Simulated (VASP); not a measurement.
# CdSe (P6_3mc) in VASP: further runs

CdSe is run at these levels: r2SCAN; tasks: single point.

All numbers are computed with VASP 6.6.1; they aren't measurements. Logs are shortened: lines on timing, memory, paths and dates and some standing lists are left out, and cuts for length are marked.

**Experimental background.**

From a printed reference work, data compilation, for a bulk crystal of CdSe at 2 K: band gap 1.841 eV.

How close the calculation comes is told below.

### 1 The cell of the first run

It takes space group P6_3mc (No. 186, hexagonal). The conventional cell has a = 4.371 Å, b = 4.371 Å, c = 7.133 Å, α = 90.00°, β = 90.00°, γ = 120.00°. Within 3.5 Å of Cd (site symmetry 3m) lie 4 Se at 2.67 to 2.68 Å. Se (site symmetry 3m) has 4 Cd at 2.67 to 2.68 Å within 3.5 Å.

### 2 Single point, r2SCAN

POSCAR reads:

```
CdSe
1.0
    4.3706606696      0.0000000000      0.0000000000
   -2.1853303348      3.7851031712      0.0000000000
    0.0000000000      0.0000000000      7.1327784707
Cd Se
2 2
Direct
    0.6666666667      0.3333333333     -0.0003349498
    0.3333333333      0.6666666667      0.4996650502
    0.6666666667      0.3333333333      0.3753349498
    0.3333333333      0.6666666667      0.8753349498
```

INCAR.step1 reads:

```
PREC = Accurate ; ENCUT = 520
ISMEAR = 0 ; SIGMA = 0.05
LREAL = F ; LASPH = T
NELM = 60 ; NBANDS = 26
GGA = PE ; ALGO = Normal
EDIFF = 1E-4 ; LWAVE = T
LCHARG = F
```

INCAR.step2 reads:

```
PREC = Accurate ; ENCUT = 520
EDIFF = 1E-6 ; ISMEAR = 0
SIGMA = 0.05 ; LREAL = F
LASPH = T ; NELM = 60
ALGO = Normal ; ISIF = 2
LWAVE = F ; LCHARG = F
METAGGA = R2SCAN ; LMIXTAU = T
NBANDS = 26 ; ISTART = 1
```

KPOINTS reads:

```
Automatic mesh
0
Gamma
  10 10 6
```

Potentials or basis: VASP PAW PBE potentials, release 64 (Cd, Se).

The run is started by

```sh
cat potpaw_PBE.64/Cd/POTCAR potpaw_PBE.64/Se/POTCAR > POTCAR
cp INCAR.step1 INCAR
mpirun -np 1 vasp_std > vasp.out
cp INCAR.step2 INCAR
mpirun -np 1 vasp_std > vasp.out
```

OUTCAR:

```text
PREC = Accurate
   ENCUT = 520
   EDIFF = 1E-6
   ISMEAR = 0
   LREAL = F
   LASPH = T
   NELM = 60
   ISIF = 2
   METAGGA = R2SCAN
   ISTART = 1

 ion  position               nearest neighbor table
   1  0.667  0.333  1.000-   4 2.67   4 2.67   4 2.67   3 2.68
   2  0.333  0.667  0.500-   3 2.67   3 2.67   3 2.67   4 2.68
   3  0.667  0.333  0.375-   2 2.67   2 2.67   2 2.67   1 2.68
   4  0.333  0.667  0.875-   1 2.67   1 2.67   1 2.67   2 2.68

  LATTYP: Found a hexagonal cell.
 ALAT       =     4.3706606696
 C/A-ratio  =     1.6319680272

  Lattice vectors:

 A1 = (   4.3706606696,   0.0000000000,   0.0000000000)
 A2 = (  -2.1853303348,   3.7851031712,   0.0000000000)
 A3 = (   0.0000000000,   0.0000000000,   7.1327784707)

Analysis of symmetry for initial positions (statically):
=====================================================================
 Subroutine PRICEL returns:
 Original cell was already a primitive cell.

 Routine SETGRP: Setting up the symmetry group for a
 hexagonal supercell.

 Subroutine GETGRP returns: Found 12 space group operations
 (whereof  6 operations were pure point group operations)
 out of a pool of 24 trial point group operations.

The static configuration has the point symmetry C_3v.
 The point group associated with its full space group is C_6v.

Analysis of symmetry for dynamics (positions and initial velocities):
=====================================================================
 Subroutine PRICEL returns:
 Original cell was already a primitive cell.

 Routine SETGRP: Setting up the symmetry group for a
 hexagonal supercell.

 Subroutine GETGRP returns: Found 12 space group operations
 (whereof  6 operations were pure point group operations)
 out of a pool of 24 trial point group operations.

The dynamic configuration has the point symmetry C_3v.
 The point group associated with its full space group is C_6v.

 Subroutine INISYM returns: Found 12 space group operations
 (whereof  6 operations are pure point group operations),
 and found     1 'primitive' translations

----------------------------------------------------------------------------------------

                                     Primitive cell

  volume of cell :     118.0004

  direct lattice vectors                    reciprocal lattice vectors
     4.370660670  0.000000000  0.000000000     0.228798362  0.132096796  0.000000000
    -2.185330335  3.785103171  0.000000000     0.000000000  0.264193591  0.000000000
     0.000000000  0.000000000  7.132778471     0.000000000  0.000000000  0.140197821

  length of vectors
     4.370660670  4.370660670  7.132778471     0.264193591  0.264193591  0.140197821

  position of ions in fractional coordinates (direct lattice)
     0.666666667  0.333333333  0.999665050
     0.333333333  0.666666667  0.499665050
     0.666666667  0.333333333  0.375334950
     0.333333333  0.666666667  0.875334950

  ion indices of the primitive-cell ions
   primitive index   ion index
                 1           1
                 2           2
                 3           3
                 4           4

----------------------------------------------------------------------------------------

 KPOINTS: Automatic mesh

Automatic generation of k-mesh.
 Grid dimensions read from file:
 generate k-points for:   10   10    6

 Generating k-lattice:

  Cartesian coordinates                     Fractional coordinates (reciprocal lattice)
     0.022879836  0.013209680  0.000000000     0.100000000 -0.000000000  0.000000000
     0.000000000  0.026419359  0.000000000     0.000000000  0.100000000  0.000000000
     0.000000000  0.000000000  0.023366304     0.000000000  0.000000000  0.166666667

  Length of vectors
     0.026419359  0.026419359  0.023366304

  Shift w.r.t. Gamma in fractional coordinates (k-lattice)
     0.000000000  0.000000000  0.000000000

 Subroutine IBZKPT returns following result:
 ===========================================

 Found     56 irreducible k-points:

 Following reciprocal coordinates:
            Coordinates               Weight
  0.000000  0.000000  0.000000      1.000000
  0.100000  0.000000  0.000000      6.000000
  0.200000  0.000000  0.000000      6.000000
  0.300000  0.000000  0.000000      6.000000
  0.400000  0.000000  0.000000      6.000000
  0.500000  0.000000  0.000000      3.000000
[... 16 lines left out ...]
  0.300000  0.100000  0.166667     24.000000
  0.400000  0.100000  0.166667     24.000000
 [... further k-points ...]
   k-points           NKPTS =     56   k-points in BZ     NKDIM =     56   number of bands    NBANDS=     26
   number of dos      NEDOS =    301   number of ions     NIONS =      4
   total plane-waves  NPLWV =  69984
   dimension x,y,z NGX =    36 NGY =   36 NGZ =   54
   dimension x,y,z NGXF=    72 NGYF=   72 NGZF=  108
   ions per type =               2   2
   NGX,Y,Z   is equivalent  to a cutoff of  13.69, 13.69, 12.59 a.u.
   NGXF,Y,Z  is equivalent  to a cutoff of  27.39, 27.39, 25.17 a.u.
 SYSTEM =  unknown system
   PREC   = accura    normal or accurate (medium, high low for compatibility)
   ISTART =      1    job   : 0-new  1-cont  2-samecut
   ICHARG =      0    charge: 1-file 2-atom 10-const
   ISPIN  =      1    spin polarized calculation?
   LNONCOLLINEAR =      F non collinear calculations
   LSORBIT =      F    spin-orbit coupling
   LASPH  =      T    aspherical Exc in radial PAW
   ENCUT  =  520.0 eV  38.22 Ry    6.18 a.u.   8.13  8.13 13.26*2*pi/ulx,y,z
   NELM   =     60;   NELMIN=  2; NELMDL=  0     # of ELM steps
   EDIFF  = 0.1E-05   stopping-criterion for ELM
   LREAL  =      F    real-space projection
   EDIFFG = 0.1E-04   stopping-criterion for IOM
   NSW    =      0    number of steps for IOM
   IBRION =     -1    ionic relax: 0-MD 1-quasi-New 2-CG
   NFREE  =      0    steps in history (QN), initial steepest desc. (CG)
   ISIF   =      2    stress and relaxation
   ISYM   =      2    0-nonsym 1-usesym 2-fastsym
   POTIM  = 0.5000    time-step for ionic-motion
   TEBEG  =    0.0;   TEEND  =   0.0 temperature during run
   PSTRESS=    0.0 pullay stress
   NELECT =      36.0000    total number of electrons
   NUPDOWN=      -1.0000    fix difference up-down
   EMIN   =  10.00;   EMAX   =-10.00  energy-range for DOS
   EFERMI =   0.00;   METHOD = LEGACY
   ISMEAR =     0;   SIGMA  =   0.05  broadening in eV -4-tet -1-fermi 0-gaus
   EFERMI_NEDOS =   21; number of points for ismear=-14 and -15
   IALGO  =     38    algorithm
   IMIX   =      4    mixing-type and parameters
     AMIX     =   0.40;   BMIX     =  1.00
     AMIX_MAG =   1.60;   BMIX_MAG =  1.00
  volume/ion in A,a.u.               =      29.50       199.08
  Fermi-wavevector in a.u.,A,eV,Ry     =   1.102083  2.082636 16.525472  1.214588
  Thomas-Fermi vector in A             =   2.238521
   LORBIT       =      0    0 simple, 1 ext, 2 COOP (PROOUT), +10 PAW based schemes
   METAGGA = R2SCAN    functional components
   LHFCALC =     F    Hartree Fock is set to
   AEXX    =    0.0000 exact exchange contribution
   IVDW    =     0    specifies the selected vdW correction
   LEPSILON=     F    determine dielectric tensor
   LRPA    =     F    only Hartree local field effects (RPA)
 non-spin polarized calculation
 Gauss-broadening in eV      SIGMA  =   0.05
  energy-cutoff  :      520.00
  volume of cell :      118.00
 maximum number of plane-waves:      3204
 NGX is ok and might be reduce to    36
   NGX = 17   NGY = 17   NGZ = 27

 number of electron      36.0000018 magnetization

 Free energy of the ion-electron system (eV)
  ---------------------------------------------------
  ext. energy  EPLUGINS =         0.00000000
  ---------------------------------------------------
  free energy    TOTEN  =       -71.82823854 eV

  energy without entropy =      -71.82823854  energy(sigma->0) =      -71.82823854

 E-fermi :   0.5318     XC(G=0):  -9.1944

 val. band max:        0.2796455788   @ k =   0.0000   0.0000   0.0000
 cond. band min:       1.3196327833   @ k =   0.0000   0.0000   0.0000
 fundamental gap:      1.0399872045
 Fermi energy:         0.5318273883

 k-point     1 :       0.0000    0.0000    0.0000
  band No.  band energies     occupation
      1     -12.4816      2.00000
      2     -12.1382      2.00000
      3      -7.7349      2.00000
      4      -7.7286      2.00000
      5      -7.7286      2.00000
      6      -7.6642      2.00000
[... 18 lines left out ...]
     25       7.8058      0.00000
     26       8.2413      0.00000

 k-point     2 :       0.1000    0.0000    0.0000
  band No.  band energies     occupation
      1     -12.4532      2.00000
      2     -12.1251      2.00000
      3      -7.7263      2.00000
      4      -7.7182      2.00000
      5      -7.7042      2.00000
      6      -7.6512      2.00000
[... 18 lines left out ...]
     25       8.0374      0.00000
     26       8.0634      0.00000

 k-point     3 :       0.2000    0.0000    0.0000
  band No.  band energies     occupation
      1     -12.3765      2.00000
      2     -12.0923      2.00000
      3      -7.7021      2.00000
      4      -7.6929      2.00000
      5      -7.6369      2.00000
      6      -7.6132      2.00000
[... 18 lines left out ...]
     25       7.8405      0.00000
     26       8.6578      0.00000

 k-point     4 :       0.3000    0.0000    0.0000
  band No.  band energies     occupation
      1     -12.2755      2.00000
      2     -12.0568      2.00000
      3      -7.6764      2.00000
      4      -7.6664      2.00000
      5      -7.5756      2.00000
      6      -7.5683      2.00000
[... 18 lines left out ...]
     25       8.5041      0.00000
     26       8.7012      0.00000
[... 496 lines left out ...]
      1     -12.2943      2.00000
      2     -12.0835      2.00000
      3      -7.6760      2.00000
      4      -7.6719      2.00000
      5      -7.5994      2.00000
      6      -7.5937      2.00000
[... 18 lines left out ...]
     25       8.3119      0.00000
     26       8.7411      0.00000

 k-point    23 :       0.3000    0.1000    0.1667
  band No.  band energies     occupation
      1     -12.2015      2.00000
      2     -12.0518      2.00000
      3      -7.6557      2.00000
      4      -7.6507      2.00000
      5      -7.5619      2.00000
      6      -7.5528      2.00000
[... 18 lines left out ...]
     25       8.4177      0.00000
     26       9.0602      0.00000

 k-point    24 :       0.4000    0.1000    0.1667
  band No.  band energies     occupation
      1     -12.1358      2.00000
      2     -12.0404      2.00000
      3      -7.6478      2.00000
      4      -7.6378      2.00000
      5      -7.5388      2.00000
      6      -7.5293      2.00000
[... 18 lines left out ...]
     25       8.6060      0.00000
     26       9.8101      0.00000

 [... further k-points ...]
[... 5 lines left out ...]
  --------------------------------------------------------------------------------------
  -------------------------------------------------------------------------------------
  Total       -0.6204633     -0.6204633     -0.6279896      0.0000000      0.0000000      0.0000000
  in kB       -8.4244810     -8.4244810     -8.5266702      0.0000000      0.0000000      0.0000000
  external PRESSURE =      -8.4585441 kB  Pullay stress =       0.0000000 kB

 VOLUME and BASIS-vectors are now :
 -----------------------------------------------------------------------------
  energy-cutoff  :      520.00
  volume of cell :      118.00
      direct lattice vectors                 reciprocal lattice vectors
     4.370660670  0.000000000  0.000000000     0.228798362  0.132096796  0.000000000
    -2.185330335  3.785103171  0.000000000     0.000000000  0.264193591  0.000000000
     0.000000000  0.000000000  7.132778471     0.000000000  0.000000000  0.140197821

 POSITION                                       TOTAL-FORCE (eV/Angst)
 -----------------------------------------------------------------------------------
      2.18533      1.26170      7.13039         0.000000      0.000000     -0.004377
     -0.00000      2.52340      3.56400        -0.000000     -0.000000     -0.004377
      2.18533      1.26170      2.67718         0.000000     -0.000000      0.004377
     -0.00000      2.52340      6.24357         0.000000      0.000000      0.004377
 -----------------------------------------------------------------------------------
    total drift:                               -0.000000     -0.000000     -0.002648

  FREE ENERGIE OF THE ION-ELECTRON SYSTEM (eV)
  ---------------------------------------------------
  free  energy   TOTEN  =       -71.8282385406 eV

  energy  without entropy=      -71.8282385406  energy(sigma->0) =      -71.82823854
```

Wall time 5 min (1 thread of Intel Xeon 6975P-C (Granite Rapids), shared host); peak memory 0.36 GiB.

Results:

* Free energy: -71.8282 eV
* Pressure: -0.8 GPa
* Largest force: 0.004 eV/Å
* Band gap on the k mesh: 1.04 eV, direct

Forces on the atoms (eV/Å):
```
Cd   0.000  0.000 -0.004
Cd   0.000  0.000 -0.004
Se   0.000  0.000  0.004
Se   0.000  0.000  0.004
```

Caveat: the PAW data sets were made with another functional, which shifts forces and pressure a little.

[end of part 1 of 2]
